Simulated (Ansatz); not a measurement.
# H5C3: the cost of one run

Program: Ansatz 0.2.0. Level of theory: DFT PBE, scalar-relativistic, plane waves, PAW. These are calculated values, not measurements.

2 further runs of the same task are left out: 2 set aside as unsound or not needed.

## Step 1: Starting point

The structure is cubic, space group Fd-3m (No. 227). The conventional cell has a = 3.571 Å, b = 3.571 Å, c = 3.571 Å, α = 90.00°, β = 90.00°, γ = 90.00°. C (site symmetry -43m) is surrounded by 4 C at 1.55 Å.

Structure file:

```
C
1.0
     0.00000    1.78574    1.78574
     1.78574    0.00000    1.78574
     1.78574    1.78574    0.00000
C
2
Direct
  0.00000 0.00000 0.00000
  0.25000 0.25000 0.25000
```

This cell was relaxed beforehand with the same method: volume 5.69 Å³/atom, gap on the mesh 4.15 eV.

## Step 2: Next: the [001] wire, 6 host atoms a period with H caps

The wire is cut from the relaxed crystal, periodic along c with vacuum across. Atoms and period relax; energies count from the bulk, -250.8079 eV an atom. Each H cap counts from half an H2 molecule (-15.872 eV in a separate run).

The cell holds 6 C, 10 H: a = 12.900 Å, b = 13.200 Å, c = 3.571 Å, α = 90.00°, β = 90.00°, γ = 90.00°.

## Step 3: The relaxation run

Pressure and volume refer to the whole cell with its vacuum; only the period along c may change.

Input file input.yaml:

```yaml
crystal:
  lattice:
    - [12.9, 0.0, 0.0]
    - [0.0, 13.2, 0.0]
    - [0.0, 0.0, 3.5714737265]
  atoms:
    - { symbol: C, position: [0.5346073036, 0.5338207739, 0.5] }
    - { symbol: C, position: [0.6038219107, 0.4661792261, 0.25] }
    - { symbol: C, position: [0.5346073036, 0.3985376782, 0.0] }
    - { symbol: C, position: [0.3961780893, 0.5338207739, 0.0] }
    - { symbol: C, position: [0.4653926964, 0.4661792261, 0.75] }
    - { symbol: C, position: [0.4653926964, 0.6014623218, 0.25] }
    - { symbol: H, position: [0.5833911635, 0.5814959098, 0.6762050743] }
    - { symbol: H, position: [0.6526057706, 0.5138543619, 0.0737949257] }
    - { symbol: H, position: [0.6526057706, 0.4185040902, 0.4262050743] }
    - { symbol: H, position: [0.5833911635, 0.3508625424, 0.8237949257] }
    - { symbol: H, position: [0.4858234436, 0.3508625424, 0.1762050743] }
    - { symbol: H, position: [0.3473942294, 0.4861456381, 0.1762050743] }
    - { symbol: H, position: [0.3473942294, 0.5814959098, 0.8237949257] }
    - { symbol: H, position: [0.4166088365, 0.4185040902, 0.5737949257] }
    - { symbol: H, position: [0.5141765564, 0.6491374576, 0.0737949257] }
    - { symbol: H, position: [0.4166088365, 0.6491374576, 0.4262050743] }
basis:
  ecutwfc: 420
kpoints:
  mp_grid: { grid: [1, 1, 9] }
hamiltonian:
  xc: pbe
scf:
  occupations: { method: gaussian, width: 0.05 }
output:
  forces: true
  stress: true
  eigenvalues: true
  populations: true
  write_density: true
  write_potential: true
  elf: true
  volumetric_format: npy
relax:
  adjacent_minimum: "off"
  f_tol: 0.02
  max_steps: 45
  cell: { fix: [a, b, alpha, beta, gamma], stress_tol: 0.03 }
```

Launch:

```console
$ ansatz run input.yaml --threads 4 --pin off --max-ram 11264MiB --backend cpu --events-out ev --progress --plain --runs-dir out
```

What time and memory should one allow on 4 threads of Intel Xeon 6975P-C (Granite Rapids), shared host?

About 19 s, with a peak of 1 GiB.
